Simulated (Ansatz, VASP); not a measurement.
## Ga: VASP beside Ansatz

```xyz
2
Lattice="0.0000 2.5850 2.5850 2.5850 0.0000 2.5850 2.5850 2.5850 0.0000" Properties=species:S:1:pos:R:3 pbc="T T T"
Ga   -0.6462   -0.6462   -0.6462
Ga    0.6462    0.6462    0.6462
```

Change from the starting cell: volume scaled by 0.68, LAPW.

Alike in both runs: task single point; functional PBE; k mesh 11 × 11 × 11; occupations fermi-dirac, width 0.05 eV; no spin polarisation.

|  | VASP | Ansatz |
| --- | --- | --- |
| version | VASP 6.6.1 | Ansatz 0.2.0 |
| potentials or method | VASP PAW PBE potentials, release 64 (Ga_d), cutoff 520 eV | all-electron LAPW, scalar-relativistic |

Ansatz gave:

- pressure (GPa): 35.0

**Question.** What did VASP give for the same quantities?

**Answer.** Pressure (GPa): 35.3.

Ansatz ran all-electron here, so the differences hold the error of VASP's frozen core and of both bases.

Caveats: so large a pressure means that the cell lies far from this level's equilibrium, or that cutoff or potentials fall short (VASP).
